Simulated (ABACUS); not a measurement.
Runs of ABACUS 3.10.1 on NaCl. The structure is cubic, space group Fm-3m (No. 225). The conventional cell has a = 5.588 Å, b = 5.588 Å, c = 5.588 Å, α = 90.00°, β = 90.00°, γ = 90.00°. Around Cl (site symmetry m-3m) lie 6 Na at 2.79 Å. Around Na (site symmetry m-3m) lie 6 Cl at 2.79 Å. The cell is a database's computed one.

```csv
task,level,potentials or basis,cell,k mesh,cutoff (eV),path,points for each segment of the path,SCF threshold on the density,eigensolver,symmetry key,gap on the mesh (eV),pressure (GPa),relaxed volume (Å³/atom)
relaxation of cell and atoms,revTPSS,"SG15 ONCV 1.2 PBE, plane waves",relaxed,5 × 5 × 5,1401,-,-,1e-08,dav,1,5.40,0.0,(c)
single point,r2SCAN,"SG15 ONCV 1.2 PBE, DZP LCAO (the cutoffs set its grid)",as given,6 × 6 × 6,1361,-,-,1e-07,scalapack_gvx,1,(b),0.7,-
relaxation of cell and atoms,PBE,"PseudoDojo NC SR 0.5 PBE standard, DZP LCAO (the cutoffs set its grid)",relaxed,7 × 7 × 7,1361,-,-,1e-07,genelpa,1,(a),0.1,23.07
single point,OLYP,"GBRV ultrasoft 1.5 PBE, plane waves",as given,6 × 6 × 6,544,-,-,1e-08,dav,1,6.01,4.6,-
```

Alike in all rows: no spin polarisation; smearing fermi-dirac 0.05 eV.

Task: Fill in the values left out.

Result: (a) 5.18; (b) 5.94; (c) 22.71.

Caveats: the potentials were made for another functional, which shifts forces and pressure (some runs); an odd mesh through Γ misses points on the zone boundary, where band edges often lie (some runs); the atomic orbitals were generated for these runs and aren't a published set (some runs); the basis of atomic orbitals isn't converged, which shifts pressures, moduli and gaps (some runs).

Not every run made on this cell is shown here.
